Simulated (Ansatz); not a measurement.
**One structure, 3 elements: Ti2O, Zr2O, Hf2O**

Plane-wave DFT in Ansatz with scalar-relativistic PAW potentials, cutoff 500 eV, Γ-centred meshes chosen by cell and gap, Gaussian smearing with energies taken to zero width. Every cell was relaxed (cell and atoms) in a run of its own, within the symmetry of its start. Functional: r2SCAN.

All members share space group P6_3/mmc and the same sites; only the element on one set of sites changes (Ti, Zr, Hf). Members needn't be the stable form of their composition. Energies over the elements, where given, are against the elements' standard states in the same functional (H₂, N₂, O₂ and halogens uncorrected, Hg as a solid). The first member:

Space group P6_3/mmc (No. 194). a = 2.903 Å, b = 2.903 Å, c = 10.018 Å, α = 90.00°, β = 90.00°, γ = 120.00°
```
atom site symmetry x y z
  Ti    4f       3m.  0.6667  0.3333  0.8890
   O    2b      -6m2  0.0000  0.0000  0.7500
```

Question: How do size, gap and binding change down the group?

Answer:
| compound | V (Å³/atom) | a (Å) | c (Å) | energy over elements (eV/atom) |
| --- | --- | --- | --- | --- |
| Ti2O | 12.19 | 2.903 | 10.018 | -1.896 |
| Zr2O | 16.26 | 3.199 | 11.011 | -1.766 |
| Hf2O | 15.48 | 3.144 | 10.852 | -1.718 |

Over the series the volume has no steady trend down the group (least for Ti); all are metallic on the mesh; binding against the elements weakens. Hf is no larger than Zr here (15.48 against 16.26 Å³/atom), as one expects from the lanthanide contraction and relativistic shrinking of 6s.

Spin-orbit coupling is left out, which matters for the bands of heavy elements. Spin polarisation was left out, and a magnetic state may lie lower.